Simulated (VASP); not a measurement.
# Ba in VASP: a series of runs

The runs below take Ba through work function, with BLYP, PW91.

Everything below comes from runs of VASP 6.6.1. Logs are shortened: lines on timing, memory, paths and dates and some standing lists are left out, and cuts for length are marked.

## Step 1: Starting point

The cell holds a slab with vacuum, 5 atoms: a = 4.572 Å, b = 6.465 Å, c = 24.143 Å, α = 90.00°, β = 90.00°, γ = 90.00°.

The slab is cut from a database's or a generator's crystal, which needn't be the stable form of the element.

## Step 2: Work function, BLYP

Input file INCAR:

```
PREC = Accurate
ENCUT = 520
EDIFF = 1E-6
ISMEAR = -1
SIGMA = 0.05
LREAL = False
LASPH = True
NELM = 80
ALGO = Normal
ISIF = 2
LWAVE = False
LCHARG = True
LDIPOL = True
IDIPOL = 3
DIPOL = 0.5 0.5 0.500
GGA = B5
ALDAX = 1.0
AGGAX = 1.0
AGGAC = 1.0
ALDAC = 0.0
LELF = True
LVHAR = True
LVACPOTAV = True
```

Input file KPOINTS:

```
regular mesh
0
Gamma
  5 3 1
```

Input file POSCAR:

```
Ba
1.0
    4.5716786896      0.0000000000      0.0000000000
    0.0000000000      6.4653300056      0.0000000000
    0.0000000000      0.0000000000     24.1433573791
Ba
5
Direct
    0.5000000000      0.5000000000      0.3106444511
    0.0000000000      0.0000000000      0.4053222255
    0.5000000000      0.5000000000      0.5000000000
    0.0000000000      0.0000000000      0.5946777745
    0.5000000000      0.5000000000      0.6893555489
```

Potentials or basis: VASP PAW PBE potentials, release 64 (Ba_sv).

Command:

```sh
$ cat potpaw_PBE.64/Ba_sv/POTCAR > POTCAR
$ mpirun -np 1 vasp_std > vasp.out
```

OUTCAR:

```text
PREC = Accurate
   ENCUT = 520
   EDIFF = 1E-6
   ISMEAR = -1
   LREAL = False
   LASPH = True
   NELM = 80
   ISIF = 2
   GGA = B5

 ion  position               nearest neighbor table
   1  0.500  0.500  0.311-   2 4.57   2 4.57   2 4.57   2 4.57   3 4.57
   2  0.000  0.000  0.405-   1 4.57   1 4.57   1 4.57   1 4.57   3 4.57   3 4.57   3 4.57   3 4.57
                             4 4.57
   3  0.500  0.500  0.500-   1 4.57   5 4.57   4 4.57   2 4.57   2 4.57   4 4.57   2 4.57   4 4.57
                             2 4.57   4 4.57
   4  0.000  0.000  0.595-   5 4.57   5 4.57   5 4.57   5 4.57   3 4.57   3 4.57   3 4.57   3 4.57
                             2 4.57
   5  0.500  0.500  0.689-   4 4.57   4 4.57   4 4.57   4 4.57   3 4.57

  LATTYP: Found a simple orthorhombic cell.
 ALAT       =     4.5716786896
 B/A-ratio  =     1.4142135624
 C/A-ratio  =     5.2810704816

  Lattice vectors:

 A1 = (   4.5716786896,   0.0000000000,   0.0000000000)
 A2 = (   0.0000000000,   6.4653300056,   0.0000000000)
 A3 = (   0.0000000000,   0.0000000000,  24.1433573791)

Analysis of symmetry for initial positions (statically):
=====================================================================
 Subroutine PRICEL returns:
 Original cell was already a primitive cell.

 Routine SETGRP: Setting up the symmetry group for a
 simple orthorhombic supercell.

 Subroutine GETGRP returns: Found  8 space group operations
 (whereof  8 operations were pure point group operations)
 out of a pool of  8 trial point group operations.

The static configuration has the point symmetry D_2h.

Analysis of symmetry for dynamics (positions and initial velocities):
=====================================================================
 Subroutine PRICEL returns:
 Original cell was already a primitive cell.

 Routine SETGRP: Setting up the symmetry group for a
 simple orthorhombic supercell.

 Subroutine GETGRP returns: Found  8 space group operations
 (whereof  8 operations were pure point group operations)
 out of a pool of  8 trial point group operations.

The dynamic configuration has the point symmetry D_2h.

 Subroutine INISYM returns: Found  8 space group operations
 (whereof  8 operations are pure point group operations),
 and found     1 'primitive' translations

----------------------------------------------------------------------------------------

                                     Primitive cell

[... 83 lines left out ...]
   ISIF   =      2    stress and relaxation
   ISYM   =      2    0-nonsym 1-usesym 2-fastsym
   POTIM  = 0.5000    time-step for ionic-motion
   TEBEG  =    0.0;   TEEND  =   0.0 temperature during run
   PSTRESS=    0.0 pullay stress
   NELECT =      50.0000    total number of electrons
   NUPDOWN=      -1.0000    fix difference up-down
   EMIN   =  10.00;   EMAX   =-10.00  energy-range for DOS
   EFERMI =   0.00;   METHOD = LEGACY
   ISMEAR =    -1;   SIGMA  =   0.05  broadening in eV -4-tet -1-fermi 0-gaus
   EFERMI_NEDOS =   21; number of points for ismear=-14 and -15
   IALGO  =     38    algorithm
   IMIX   =      4    mixing-type and parameters
     AMIX     =   0.40;   BMIX     =  1.00
     AMIX_MAG =   1.60;   BMIX_MAG =  1.00
  volume/ion in A,a.u.               =     142.72       963.14
  Fermi-wavevector in a.u.,A,eV,Ry     =   0.674906  1.275388  6.197433  0.455499
  Thomas-Fermi vector in A             =   1.751764
   LORBIT       =      0    0 simple, 1 ext, 2 COOP (PROOUT), +10 PAW based schemes
   GGA     = B5    functional components
   LHFCALC =     F    Hartree Fock is set to
   AEXX    =    0.0000 exact exchange contribution
   IVDW    =     0    specifies the selected vdW correction
   LEPSILON=     F    determine dielectric tensor
   LRPA    =     F    only Hartree local field effects (RPA)
 non-spin polarized calculation
  energy-cutoff  :      520.00
  volume of cell :      713.62
 maximum number of plane-waves:     19255
 NGX is ok and might be reduce to    36
   NGX = 17   NGY = 25   NGZ = 89

 dipolmoment           0.000000      0.000000     -0.000000 electrons x Angstroem

 number of electron      49.9999991 magnetization

 dipolmoment           0.000000      0.000000      0.000000 electrons x Angstroem

 Free energy of the ion-electron system (eV)
  ---------------------------------------------------
  ext. energy  EPLUGINS =         0.00000000
  ---------------------------------------------------
  free energy    TOTEN  =        -5.31895024 eV

  energy without entropy =       -5.23390625  energy(sigma->0) =       -5.27642824

 E-fermi :  -0.0960     XC(G=0):  -3.7854

 val. band max:       -0.1318383675   @ k =   0.4000   0.3333   0.0000
 cond. band min:      -0.0763868637   @ k =   0.4000   0.0000   0.0000
 fundamental gap:      0.0554515038
 Fermi energy:        -0.0959673868

 k-point     1 :       0.0000    0.0000    0.0000
  band No.  band energies     occupation
      1     -29.7253      2.00000
      2     -29.7253      2.00000
      3     -29.1506      2.00000
      4     -29.1407      2.00000
      5     -29.1078      2.00000
      6     -14.9646      2.00000
[... 187 lines left out ...]
     29       0.3082      0.00062
     30       0.5676      0.00000

------------------------ aborting loop because EDIFF is reached ----------------------------------------

  FORCE on cell =-STRESS in cart. coord.  units (eV):
  Direction    XX          YY          ZZ          XY          YZ          ZX
  --------------------------------------------------------------------------------------
  -------------------------------------------------------------------------------------
  Total        0.2244113     -0.8122814     -0.1987839     -0.0000000      0.0000000      0.0000000
  in kB        0.5038383     -1.8236984     -0.4463009     -0.0000000      0.0000000      0.0000000
  external PRESSURE =      -0.5887203 kB  Pullay stress =       0.0000000 kB

 VOLUME and BASIS-vectors are now :
 -----------------------------------------------------------------------------
  energy-cutoff  :      520.00
  volume of cell :      713.62
      direct lattice vectors                 reciprocal lattice vectors
     4.571678690  0.000000000  0.000000000     0.218738032  0.000000000  0.000000000
     0.000000000  6.465330006  0.000000000     0.000000000  0.154671146  0.000000000
     0.000000000  0.000000000 24.143357379     0.000000000  0.000000000  0.041419260

 POSITION                                       TOTAL-FORCE (eV/Angst)
 -----------------------------------------------------------------------------------
      2.28584      3.23267      7.50000         0.000000     -0.000000      0.027420
      0.00000      0.00000      9.78584         0.000000      0.000000     -0.012148
      2.28584      3.23267     12.07168         0.000000     -0.000000      0.000000
      0.00000      0.00000     14.35752         0.000000     -0.000000      0.012148
      2.28584      3.23267     16.64336         0.000000     -0.000000     -0.027420
 -----------------------------------------------------------------------------------
    total drift:                                0.000000      0.000000      0.000000

  FREE ENERGIE OF THE ION-ELECTRON SYSTEM (eV)
  ---------------------------------------------------
  free  energy   TOTEN  =        -5.3189502367 eV

  energy  without entropy=       -5.2339062487  energy(sigma->0) =       -5.27642824

 vacuum level on the upper side and lower side of the slab         1.987         1.987
```

OSZICAR:

```text
N       E                     dE             d eps       ncg     rms          rms(c)
DAV:   1     0.498920598855E+03    0.49892E+03   -0.17873E+04   400   0.121E+03
DAV:   2     0.606877183283E+02   -0.43823E+03   -0.43373E+03   550   0.254E+02
DAV:   3    -0.333088676075E+01   -0.64019E+02   -0.63515E+02   494   0.103E+02
[... 21 lines left out ...]
DAV:  25    -0.531895158390E+01    0.85583E-06   -0.12852E-05   294   0.117E-02    0.119E-04
DAV:  26    -0.531895170537E+01   -0.12148E-06   -0.10478E-05   288   0.113E-02    0.119E-04
DAV:  27    -0.531895140560E+01    0.29978E-06   -0.10456E-05   288   0.115E-02    0.813E-05
DAV:  28    -0.531895022138E+01    0.11842E-05   -0.40812E-06   312   0.696E-03    0.698E-05
DAV:  29    -0.531895023674E+01   -0.15357E-07   -0.22643E-07   264   0.183E-03
   1 F= -.53189502E+01 E0= -.52764282E+01  d E =-.850440E-01
```

stdout:

```text
POSCAR found type information on POSCAR Ba
 POSCAR found :  1 types and       5 ions
 scaLAPACK will be used
 -----------------------------------------------------------------------------
|                                                                             |
[... 23 lines left out ...]
|     field-free region was found. Please increase the size of  your cell     |
|     in the dimension of the dipole correction to obtain accurate            |
|     workfunction values.                                                    |
|                                                                             |
 -----------------------------------------------------------------------------
```

Run time: 8.6 min. Hardware: 1 thread of Intel Xeon Platinum 8488C (Sapphire Rapids), shared host; peak memory 0.64 GiB.

Results:

- Free energy: -5.3190 eV
- Largest force: 0.027 eV/Å
- Band gap on the k mesh: none (metal or under the smearing width)
- Work function of the upper face: 2.08 eV
- Work function of the lower face: 2.08 eV

Forces in eV/Å, atoms in the order of the input:
```
Ba   0.000  0.000  0.027
Ba   0.000  0.000 -0.012
Ba   0.000  0.000  0.000
Ba   0.000  0.000  0.012
Ba   0.000  0.000 -0.027
```

Caveat: the PAW data sets were made with another functional, which shifts forces and pressure a little. Spin-orbit coupling is left out, which matters for the levels of Ba.

## Step 3: Work function, PW91

INCAR: that of step 2 with these lines changed.

```diff
@@ -15,7 +15,3 @@
 DIPOL = 0.5 0.5 0.500
-GGA = B5
-ALDAX = 1.0
-AGGAX = 1.0
-AGGAC = 1.0
-ALDAC = 0.0
+GGA = 91
 LELF = True
```

KPOINTS is that of step 2.

POSCAR is that of step 2.

Potentials or basis: VASP PAW PBE potentials, release 64 (Ba_sv).

Command:

```sh
$ cat potpaw_PBE.64/Ba_sv/POTCAR > POTCAR
$ mpirun -np 1 vasp_std > vasp.out
```

OUTCAR:

```text
PREC = Accurate
   ENCUT = 520
   EDIFF = 1E-6
   ISMEAR = -1
   LREAL = False
   LASPH = True
   NELM = 80
   ISIF = 2
   GGA = 91

 ion  position               nearest neighbor table
   1  0.500  0.500  0.311-   2 4.57   2 4.57   2 4.57   2 4.57   3 4.57
   2  0.000  0.000  0.405-   1 4.57   1 4.57   1 4.57   1 4.57   3 4.57   3 4.57   3 4.57   3 4.57
                             4 4.57
   3  0.500  0.500  0.500-   1 4.57   5 4.57   4 4.57   2 4.57   2 4.57   4 4.57   2 4.57   4 4.57
                             2 4.57   4 4.57
   4  0.000  0.000  0.595-   5 4.57   5 4.57   5 4.57   5 4.57   3 4.57   3 4.57   3 4.57   3 4.57
                             2 4.57
   5  0.500  0.500  0.689-   4 4.57   4 4.57   4 4.57   4 4.57   3 4.57

  LATTYP: Found a simple orthorhombic cell.
 ALAT       =     4.5716786896
 B/A-ratio  =     1.4142135624
[... 386 lines left out ...]
  in kB       -1.9414230     -4.8203422     -2.0300269      0.0000000      0.0000000      0.0000000
  external PRESSURE =      -2.9305974 kB  Pullay stress =       0.0000000 kB

 VOLUME and BASIS-vectors are now :
 -----------------------------------------------------------------------------
  energy-cutoff  :      520.00
  volume of cell :      713.62
      direct lattice vectors                 reciprocal lattice vectors
     4.571678690  0.000000000  0.000000000     0.218738032  0.000000000  0.000000000
     0.000000000  6.465330006  0.000000000     0.000000000  0.154671146  0.000000000
     0.000000000  0.000000000 24.143357379     0.000000000  0.000000000  0.041419260

 POSITION                                       TOTAL-FORCE (eV/Angst)
 -----------------------------------------------------------------------------------
      2.28584      3.23267      7.50000         0.000000      0.000000      0.091300
      0.00000      0.00000      9.78584         0.000000      0.000000      0.014136
      2.28584      3.23267     12.07168         0.000000      0.000000      0.000000
      0.00000      0.00000     14.35752         0.000000      0.000000     -0.014136
      2.28584      3.23267     16.64336         0.000000      0.000000     -0.091300
 -----------------------------------------------------------------------------------
    total drift:                                0.000000      0.000000      0.000000

  FREE ENERGIE OF THE ION-ELECTRON SYSTEM (eV)
  ---------------------------------------------------
  free  energy   TOTEN  =        -8.2901776399 eV

  energy  without entropy=       -8.2029428655  energy(sigma->0) =       -8.24656025

 vacuum level on the upper side and lower side of the slab         1.901         1.901
```

OSZICAR:

```text
N       E                     dE             d eps       ncg     rms          rms(c)
DAV:   1     0.495818101017E+03    0.49582E+03   -0.17865E+04   400   0.121E+03
DAV:   2     0.591613797768E+02   -0.43666E+03   -0.43204E+03   536   0.253E+02
DAV:   3    -0.643869634489E+01   -0.65600E+02   -0.65072E+02   502   0.103E+02
[... 15 lines left out ...]
DAV:  19    -0.829014778565E+01   -0.21060E-04   -0.35645E-05   340   0.117E-02    0.950E-04
DAV:  20    -0.829015611740E+01   -0.83317E-05   -0.13155E-05   306   0.898E-03    0.628E-04
DAV:  21    -0.829017278281E+01   -0.16665E-04   -0.15488E-05   300   0.706E-03    0.301E-04
DAV:  22    -0.829017691693E+01   -0.41341E-05   -0.34779E-06   364   0.226E-03    0.210E-04
DAV:  23    -0.829017763993E+01   -0.72300E-06   -0.30671E-07   276   0.131E-03
   1 F= -.82901776E+01 E0= -.82465603E+01  d E =-.872348E-01
```

Wall time 5 min (1 thread of Intel Xeon Platinum 8488C (Sapphire Rapids), shared host); peak memory 0.64 GiB.

Results:

| Item | Value |
| --- | --- |
| Free energy | -8.2902 eV |
| Largest force | 0.091 eV/Å |
| Band gap on the k mesh | none (metal or under the smearing width) |
| Work function of the upper face | 2.38 eV |
| Work function of the lower face | 2.38 eV |

Forces in eV/Å, atoms in the order of the input:
```
Ba   0.000  0.000  0.091
Ba   0.000  0.000  0.014
Ba   0.000  0.000  0.000
Ba   0.000  0.000 -0.014
Ba   0.000  0.000 -0.091
```

Caveat: the PAW data sets were made with another functional, which shifts forces and pressure a little.
